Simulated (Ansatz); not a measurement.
# SnSe2: one crystal by all-electron and frozen-core methods, part 2 of 2

Aim: solve SnSe2 at one geometry with full-potential LAPW, frozen-core PAW and all-electron PAW on datasets made for the crystal, and see where they agree.

Ansatz 0.2.0; DFT PBE; a database cell (COD). «Crystal datasets» are all-electron PAW datasets made for this crystal.

## Step 3: Frozen-core PAW

The COD entry's cell or inner coordinates are ideal or old and differ from later refinements, so a difference from it is no clean test against experiment.

Input file input.yaml:

```yaml
crystal:
  lattice:
    - [3.8109987816, 0.0, 0.0]
    - [-1.9054993908, 3.3004217586, 0.0]
    - [0.0, 0.0, 6.137]
  atoms:
    - { symbol: Sn, position: [0.0, 0.0, 0.0] }
    - { symbol: Se, position: [0.3333333333, 0.6666666667, 0.25] }
    - { symbol: Se, position: [0.6666666667, 0.3333333333, 0.75] }
kpoints:
  mp_grid: { grid: [7, 7, 4] }
  band_path:
    path:
      - [0.0, 0.0, 0.0]
      - [0.5, 0.0, 0.0]
      - [0.3333333333, 0.3333333333, 0.0]
      - [0.0, 0.0, 0.0]
      - [0.0, 0.0, 0.5]
      - [0.5, 0.0, 0.5]
      - [0.3333333333, 0.3333333333, 0.5]
      - [0.0, 0.0, 0.5]
      - [0.5, 0.0, 0.5]
    npoints: 8
scf:
  occupations: { method: fermi_dirac, width: 0.03 }
hamiltonian:
  xc: pbe
  pseudopotentials: { kind: paw }
output:
  forces: true
  stress: true
  eigenvalues: true
  efg: { contact_densities: true }
  populations: true
  bader: true
  dos: { projected: true, de: 0.2, e_range: [-14, 8] }
```

The run is started by

```console
$ ansatz run input.yaml --threads 1 --pin off --max-ram 3072MiB --backend cpu --events-out ev --progress --plain --runs-dir out
```

Standard output:

```text
Sn: output.efg is read without spin–orbit coupling, which moves field gradients at and beside such atoms by some per cent and up to a factor of two; PAW files take it under magnetization.noncollinear and magnetization.spin_orbit
Engine: ansatz 0.2.0
Pseudopotentials: kind: paw
Pseudopotential: Sn, paw, valence charge 14, recommended cutoff 420 eV (normal)
Pseudopotential: Se, paw, valence charge 16, recommended cutoff 420 eV (normal)
Functional definition: PBE
  parameter kappa = 0.804
  parameter beta = 0.06672455060314922
  exchange = pbe_x(kappa = kappa, mu = beta*pi^2/3)
  correlation = pbe_c(beta = beta)
Crystal: 3 atoms, lattice volume = 77.191 Å³
Basis set: ecut = 420 eV, 1485 PW (Γ), exchange–correlation on 54×54×90 points (8 copies of the dense FFT grid, shifted against one another)
Bands: 28, of which v1, the nominal top of the filled ones, is band 23 counted from 1 (22 counted from 0)
Symmetry: 12 space group operations
Space group: P-3m1 (ITA 164), of the structure as read, at distance tolerance 4.3e-5 Å
k-points: 28 of 196
Non-local potential: Sn, projectors of the file, l = 0: 2, l = 1: 2, l = 2: 2, l = 3: 2
Non-local potential: Se, projectors of the file, l = 0: 2, l = 1: 2, l = 2: 3, l = 3: 1
PAW form: soft (Blöchl's): semilocal exchange-correlation on the pseudo side does not see the compensation charge
PAW one-centre angular grid: Sn, 590 points (default); XC on 64 Gauss nodes
PAW one-centre angular grid: Se, 590 points (default); XC on 64 Gauss nodes
Initial density: superposition of atomic densities (neutral atoms: chi_scale 0, normalization atom), corrected by the library's trained network
Initial wavefunctions: pseudopotential atomic-orbital guess
Functional: x = pbe(κ = 0.804, μ = 0.2195149727645171), c = pbe(β = 0.06672455060314922)
SCF iter   1: F=—  HF=-16963.281220 eV  |F-HF|=—  |Δ(HF+E_count)|=         —  Δρ=1.55e-3  dr2=2.76e-3  ethr=1.77e-3  ⟨swp⟩=6.7  Hψ=3501  notcnv=0
preconditioner: auto → Resta (q_TF=auto, 2.503 Å⁻¹)  ε∞=2.8  [insulator: Δε(μ)=0.832 eV  Ē_g=16.225 eV  σ=0.030 eV  W_gap=1.00  n_scr=22 (ndim 8)  ℏωp=21.6 eV  f_vac=0.079  D(μ)=0.00/eV (n_scr^D=0)  ε∞_Penn≈2.8]
SCF iter   2: F=—  HF=-16963.279965 eV  |F-HF|=—  |Δ(HF+E_count)|=   1.26e-3  Δρ=7.09e-4  dr2=2.35e-4  ethr=6.00e-6  ⟨swp⟩=2.4  Hψ=1688  notcnv=0  defer=23
SCF iter   3: F=—  HF=-16963.280059 eV  |F-HF|=—  |Δ(HF+E_count)|=   9.43e-5  Δρ=3.41e-4  dr2=4.70e-5  ethr=5.11e-7  ⟨swp⟩=2.0  Hψ=1404  notcnv=0  defer=23
SCF iter   4: F=—  HF=-16963.280092 eV  |F-HF|=—  |Δ(HF+E_count)|=   3.34e-5  Δρ=9.96e-5  dr2=4.62e-6  ethr=1.02e-7  ⟨swp⟩=2.0  Hψ=985  notcnv=0  defer=23
SCF iter   5: F=—  HF=-16963.280097 eV  |F-HF|=—  |Δ(HF+E_count)|=   5.13e-6  Δρ=1.80e-5  dr2=2.63e-7  ethr=1.00e-8  ⟨swp⟩=2.0  Hψ=985  notcnv=0  defer=23
SCF iter   6: F=-16963.280098 eV  HF=-16963.280098 eV  |F-HF|=2.64e-8  |Δ(HF+E_count)|=   3.24e-7  Δρ=5.84e-6  dr2=3.38e-8  ethr=2.17e-10  ⟨swp⟩=8.0  Hψ=3512  notcnv=0
SCF 1 converged in 6 iterations: F = -16963.280098 eV  dr2 = 3.38e-8
NSCF: frozen V_eff on 65 k-points
SCF converged after 6 iterations
Free energy (F): -16963.280098 eV
Harris-Foulkes:  -16963.280098 eV  (|F-HF|=2.64e-8)
Internal energy: -16963.280098 eV  (E = F + TS)
E sigma→0 (E₀):  -16963.280098 eV
Entropy (-TS):   -0.000000 eV (-0.000 meV/atom)
Fermi energy:    8.509213 eV
--- Per-component energies (eV) ---
  E_band       = -857.663214
  E_kinetic    = 426.565655
  E_local      = -6087.163994  (includes V_loc(G=0)·N_el)
  E_nonlocal   = -1222.481406
  E_hartree    = 3121.261912
  E_xc         = -590.465283
  E_vxc        = -292.199275  (∫ρ·V_xc dr)
  E_paw        = -7963.834656  (= ΣΔE_a)
  E_vpaw       = 75.096401  (= ΣTr[D̂ρ^β])
  E_aug_tail   = -0.001224  (compensation charges beyond the density's cutoff)
  E_ewald      = -4647.161101
  E_smearing   = -0.000000  (= −TS)
  E_closure    = -0.000000  (closes the sum)
  Σ components = -16963.280098   (vs F -16963.280098, Δ=0.00e0)
--- Forces (eV/Å), atoms counted from 1 ---
  atom   1  Sn    -0.00000000    -0.00000000     0.00000000
  atom   2  Se     0.00000000     0.00000000     0.71666590
  atom   3  Se     0.00000000    -0.00000000    -0.71666590
  max |Σ_I F_I| component: 1.37e-29 eV/Å
--- Stress (GPa, compression-positive) ---
        4.856711       0.000000       0.000000
        0.000000       4.856711       0.000000
        0.000000       0.000000       6.139267
  P = ⅓ Tr σ = 5.2842 GPa (52.842 kbar)
--- PAW observables at the nuclei: V_zz in 10²¹ V/m², potentials from the cell's mean, atoms counted from 1 ---
  atom   1  Sn V_zz =    +0.345676   η = 0.0000   by run symmetry: allowed
            electrostatic potential = -8170.654916 V   contact ρ = 1236323.170030 e/Å³
  atom   2  Se V_zz =    -9.418601   η = 0.0000   by run symmetry: allowed
            electrostatic potential = -4711.155376 V   contact ρ = 262890.185627 e/Å³
  atom   3  Se V_zz =    -9.418601   η = 0.0000   by run symmetry: allowed
            electrostatic potential = -4711.155376 V   contact ρ = 262890.185627 e/Å³
--- Band table (eV; the first three rows and the last of 28) ---
  k-point 0: bands = ["-38.6813", "-38.6813", "-38.6812", "-38.6812", "-38.6475", "-38.6475", "-38.6469", "-38.6469", "-38.6343", "-38.6340", "-13.1497", "-13.1497", "-13.1113", "-13.0970", "-13.0970", "-5.8669", "-4.1048", "2.0281", "7.4323", "7.4323", "7.7308", "7.7308", "8.0958", "9.2011", "11.0829", "12.7634", "12.7634", "16.2539"]
  k-point 1: bands = ["-38.6813", "-38.6813", "-38.6812", "-38.6812", "-38.6474", "-38.6474", "-38.6470", "-38.6470", "-38.6342", "-38.6341", "-13.1497", "-13.1497", "-13.1112", "-13.0970", "-13.0970", "-5.7873", "-4.2714", "2.4367", "6.9361", "7.3774", "7.3774", "7.8169", "7.8169", "10.0620", "11.0865", "12.6227", "12.6227", "16.4996"]
  k-point 2: bands = ["-38.6813", "-38.6813", "-38.6812", "-38.6812", "-38.6473", "-38.6473", "-38.6471", "-38.6471", "-38.6342", "-38.6341", "-13.1497", "-13.1497", "-13.1112", "-13.0970", "-13.0970", "-5.6907", "-4.4496", "2.9559", "6.0490", "7.3386", "7.3386", "7.8878", "7.8878", "10.5773", "11.0469", "12.4898", "12.4898", "16.2436"]
  k-point 27: bands = ["-38.6810", "-38.6810", "-38.6808", "-38.6808", "-38.6474", "-38.6473", "-38.6473", "-38.6472", "-38.6338", "-38.6338", "-13.1829", "-13.1567", "-13.1020", "-13.0908", "-13.0758", "-3.9441", "-3.6553", "0.8072", "3.7474", "4.0892", "4.7715", "7.5816", "7.7610", "10.5332", "12.6704", "13.1723", "14.3241", "15.9956"]
--- Löwdin populations: 3 sites ---
  site symbol       q [e]
     0     Sn     13.3456
     1     Se     16.2622
     2     Se     16.2622
  spilling = 0.002827 (of n_electrons = 46.000000)
--- Bader charges: 3 sites ---
  site symbol  charge [e]  shift [e]
     0     Sn      1.2819     0.0021
     1     Se     -0.6410     0.0010
     2     Se     -0.6410     0.0010
  estimated error of the sums over rays = 2.4e-4 e
```

It took 26 s on 1 thread, shared host.

Read from it: pressure 5.28 GPa; gap 0.76 eV; largest force 0.717 eV/Å; Vzz Sn1 0.35 (η = 0.00), Se2 -9.42 (η = 0.00) (10²¹ V/m²).

```csv
atom,Bader charge (e),basin volume (Å³)
Sn1,+1.28,16.62
Se2,-0.64,30.29
```

## Step 4: All-electron PAW on datasets made for the crystal

Edit input.yaml of step 3 so:

```diff
@@ -27,3 +27,3 @@
   xc: pbe
-  pseudopotentials: { kind: paw }
+  pseudopotentials: { kind: all_electron, datasets: crystal }
 output:
@@ -33,4 +33 @@
   efg: { contact_densities: true }
-  populations: true
-  bader: true
-  dos: { projected: true, de: 0.2, e_range: [-14, 8] }
```

The run is started by

```console
$ ansatz run input.yaml --threads 1 --pin off --max-ram 3072MiB --backend cpu --events-out ev --progress --plain --runs-dir out
```

Standard output (excerpt; [...] marks lines left out):

```text
[...]
Sn: output.efg is read without spin–orbit coupling, which moves field gradients at and beside such atoms by some per cent and up to a factor of two; PAW files take it under magnetization.noncollinear and magnetization.spin_orbit
[...]
[... 1 set-up line as earlier in the session ...]
Pseudopotential: Sn, paw, valence charge 14, recommended cutoff 240 eV (normal), Koelling and Harmon's equation, gaussian nucleus
Pseudopotential: Se, paw, valence charge 16, recommended cutoff 240 eV (normal), Koelling and Harmon's equation, gaussian nucleus
[... 1 set-up line as earlier in the session ...]
[...]
Crystal: 3 atoms, lattice volume = 77.191 Å³
Basis set: ecut = 240 eV, 639 PW (Γ), exchange–correlation on 40×40×64 points (8 copies of the dense FFT grid, shifted against one another)
Bands: 17, of which v1, the nominal top of the filled ones, is band 13 counted from 1 (12 counted from 0)
[... 1 set-up line as earlier in the session ...]
[...]
       -0.000000       4.846049       0.000000
        0.000000       0.000000       6.126068
  P = ⅓ Tr σ = 5.2727 GPa (52.727 kbar)
  It holds what live shells' own plane waves past their cutoff add
--- PAW observables at the nuclei: V_zz in 10²¹ V/m², potentials from the cell's mean, atoms counted from 1 ---
  atom   1  Sn V_zz =    +0.367590   η = 0.0000   by run symmetry: allowed
            electrostatic potential = -8170.486356 V   contact ρ = 1236235.250143 e/Å³
  atom   2  Se V_zz =    -9.501652   η = 0.0000   by run symmetry: allowed
            electrostatic potential = -4711.118311 V   contact ρ = 262960.627098 e/Å³
  atom   3  Se V_zz =    -9.501652   η = 0.0000   by run symmetry: allowed
            electrostatic potential = -4711.118311 V   contact ρ = 262960.627098 e/Å³
--- Band table (eV; the first three rows and the last of 28) ---
  k-point 0: bands = ["-11.7488", "-11.7488", "-11.7108", "-11.6963", "-11.6963", "-4.4525", "-2.6911", "3.4399", "8.8458", "8.8458", "9.1444", "9.1444", "9.5067", "10.6168", "12.4965"]
[...]
```

Wall time 20 s (1 thread, shared host).

In short: pressure 5.27 GPa; gap 0.76 eV; largest force 0.715 eV/Å; Vzz Sn1 0.37 (η = 0.00), Se2 -9.50 (η = 0.00) (10²¹ V/m²).

| atom | contact density (e/Å³) |
| --- | --- |
| Sn1 | 1236235 |
| Se2 | 262960.6 |

## Step 5: The methods compared

Highest filled and lowest empty level at the labelled points (eV from each run's valence-band top):

```
point  LAPW top  LAPW bottom  PAW top  PAW bottom  crystal datasets top  crystal datasets bottom
    Γ     -0.05         1.06    -0.05        1.05                 -0.05                     1.06
    M     -0.34         1.13    -0.34        1.13                 -0.34                     1.13
    K     -1.58         1.36    -1.58        1.36                 -1.58                     1.36
    Γ     -0.05         1.06    -0.05        1.05                 -0.05                     1.06
    A     -0.26         2.43    -0.26        2.43                 -0.26                     2.43
    L     -0.73         0.82    -0.73        0.82                 -0.73                     0.82
    H     -0.41         2.49    -0.41        2.49                 -0.41                     2.49
    A     -0.26         2.43    -0.26        2.43                 -0.26                     2.43
    L     -0.73         0.82    -0.73        0.82                 -0.73                     0.82
```

| method | pressure (GPa) | gap (eV) | largest force (eV/Å) | Vzz Sn1 (10²¹ V/m²) | Vzz Se2 (10²¹ V/m²) | SCF cycles, all passes |
| --- | --- | --- | --- | --- | --- | --- |
| LAPW | 5.28 | 0.76 | 0.715 | – | – | 9 |
| PAW | 5.28 | 0.76 | 0.717 | 0.35 | -9.42 | 6 |
| crystal datasets | 5.27 | 0.76 | 0.715 | 0.37 | -9.50 | 9 |

## Step 6: Summary of results

This closing draws on all 2 parts.

| quantity | value |
| --- | --- |
| pressure | LAPW 5.28, PAW 5.28, crystal datasets 5.27 GPa |
| gap (LAPW) | 0.76 eV |
| largest force | LAPW 0.715, PAW 0.717, crystal datasets 0.715 eV/Å |
| Bader charges (PAW) | Sn1 +1.28, Se2 -0.64 e |

What this shows: The pressure of 5.3 GPa pushes the cell to expand, with the atoms held in place. A gap opens: 0.76 eV. It is the Kohn-Sham gap of a semilocal functional, which mostly lies below the gap found in experiment. The top eV of the valence band is mostly Se 4p (96 % of the projected weight). The projection holds only the free atom's occupied shells (Sn 5s, Sn 5p, Se 4s, Se 4p in this range). The field gradient at Se2, the largest by crystal datasets, is -9.42 by PAW and -9.50 by crystal datasets (10²¹ V/m²), within 5 %. Spin–orbit coupling is left out, which moves gradients at and beside heavy atoms by some per cent and at worst by a factor of two. PAW lies less than 0.01 GPa from LAPW in pressure and less than 0.01 eV in the gap. The forces differ by at most 2 meV/Å in a component, on a largest force of 0.715 eV/Å. LAPW took about 2.3 times as long as PAW (58 s against 26 s, on a shared host and with the outputs that each input asks for).
